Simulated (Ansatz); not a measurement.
## Two Ansatz runs on Tl

The cell is a measured one (Crystallography Open Database entry 9008519); the temperature and pressure of the measurement aren't taken into account, and nothing was relaxed. The listed cell was then made from it by scaling, straining or moving an atom.

First run: DFT, PBE, all-electron PAW with datasets made for the crystal, scalar-relativistic (Ansatz 0.2.0).

Command: `ansatz run input.yaml --threads 1 --pin off --max-ram 2048MiB --backend cpu --events-out ev --progress --plain --runs-dir out` The run took 25 s on 1 thread of Arm Neoverse V2 (shared host), peak memory 0.7 GiB.

```yaml
crystal:
  lattice:
    - [3.4559983565, 0.0, 0.0]
    - [-1.7279991783, 2.9929823722, 0.0]
    - [0.0, 0.0, 5.525]
  atoms:
    - { symbol: Tl, position: [0.3333333333, 0.6666666667, 0.25] }
    - { symbol: Tl, position: [0.6828030224, 0.3451459655, 0.75] }
kpoints:
  mp_grid: { grid: [11, 11, 6] }
scf:
  occupations: { method: fermi_dirac, width: 0.05 }
hamiltonian:
  xc: pbe
  pseudopotentials: { kind: all_electron, datasets: crystal }
output:
  forces: true
  stress: true
  eigenvalues: true
  efg: { contact_densities: true }
```

Result: converged; pressure 3.21 GPa; largest force 0.015 eV/Å; no gap on the k mesh; 8 SCF iterations.

Spin–orbit coupling is left out, though it moves levels of the heavy atoms by tenths of an eV or more.

A second input differs as follows:

```diff
@@ -11,6 +11,7 @@
 scf:
   occupations: { method: fermi_dirac, width: 0.05 }
+  max_iter: 50
 hamiltonian:
-  xc: pbe
+  xc: b3-lyp
   pseudopotentials: { kind: all_electron, datasets: crystal }
 output:
```

Problem. What is wrong with it, and what does the program do?

Solution. The fault is an unknown functional. The run refused before any iteration. The log ends:
```
Error: YAML parse error: error: line 15 column 7: hamiltonian.xc: unknown variant `b3-lyp`, expected one of `lda`, `lda-pw`, `pw92`, `pbe`, `pbesol`, `rpbe`, `revpbe`, `blyp`, `pbe0`, `revpbe0`, `b3lyp`, `b3lyp5`, `hse06`, `wpbeh`, `hiss`, `lc_wpbe`, `cam_b3lyp`, `hf`, `r2scan`, `r2scanh`, `r2scan0`, `r2scan50`, `mr2scan`
  --> <input>:15:7
   |
13 |   max_iter: 50
14 | hamiltonian:
15 |   xc: b3-lyp
   |       ^ hamiltonian.xc: unknown variant `b3-lyp`, expected one of `lda`, `lda-pw`, `pw92`, `pbe`, `pbesol`, `rpbe`, `revpbe`, `blyp`, `pbe0`, `revpbe0`, `b3lyp`, `b3lyp5`, `hse06`, `wpbeh`, `hiss`, `lc_wpbe`, `cam_b3lyp`, `hf`, `r2scan`, `r2scanh`, `r2scan0`, `r2scan50`, `mr2scan`
16 |   pseudopotentials: { kind: all_electron, datasets: crystal }
17 | output:
   |
```
